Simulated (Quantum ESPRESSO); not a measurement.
Input of a Quantum ESPRESSO 7.5 run:

The input pw.in:

```
&CONTROL
  calculation = 'scf'
  prefix = 'pwscf'
  outdir = './tmp'
  pseudo_dir = './pseudo'
  tprnfor = .true.
  tstress = .true.
  disk_io = 'nowf'
/
&SYSTEM
  ibrav = 0
  nat = 2
  ntyp = 2
  ecutwfc = 45
  ecutrho = 360
  nbnd = 23
  occupations = 'smearing'
  smearing = 'fd'
  degauss = 0.00367493
  nspin = 2
  starting_magnetization(1) = 0.1538
  starting_magnetization(2) = -0.1538
/
&ELECTRONS
  conv_thr = 4d-10
  electron_maxstep = 120
  mixing_beta = 0.3
/
ATOMIC_SPECIES
V1    50.9415 v_pbesol_v1.4.uspp.F.UPF
V2    50.9415 v_pbesol_v1.4.uspp.F.UPF
CELL_PARAMETERS bohr
   4.9214026021    0.0000000000    0.0000000000
  -2.4607013009    4.2620596755    0.0000000000
   0.0000000000    0.0000000000    8.9258114346
ATOMIC_POSITIONS bohr
V1    -0.0000000002    2.8413731172    2.2314528586
V2     2.4607013013    1.4206865584    6.6943585759
K_POINTS automatic
12 12 6 0 0 0
HUBBARD {ortho-atomic}
U V1-3d 2.0
U V2-3d 2.0
```

Potentials or basis: GBRV 1.5 PBEsol.

Run with:

```console
$ OMP_NUM_THREADS=1 mpirun -n 2 pw.x -nk 2 -in pw.in > pw.out
```

**Question.** Estimate the absolute moment.

**Answer.** 2.12 μB per cell.

**Question.** Predict the band gap on the k mesh.

**Answer.** None (metal or under the smearing width).

**Question.** What does it give for the pressure?

**Answer.** -0.1 GPa.

Eigenvalues of the final occupation matrices:
| site | spin | trace | eigenvalues |
| --- | --- | --- | --- |
| V1 1 3d | 1 | 2.55 | 0.39 0.39 0.55 0.55 0.66 |
| V1 1 3d | 2 | 1.47 | 0.24 0.24 0.31 0.31 0.37 |
| V2 2 3d | 1 | 1.47 | 0.24 0.24 0.31 0.31 0.37 |
| V2 2 3d | 2 | 2.55 | 0.39 0.39 0.55 0.55 0.66 |

Caveat: the U is typed as a test and isn't derived for this compound. The state reached can hang on the start; a lower one may exist.
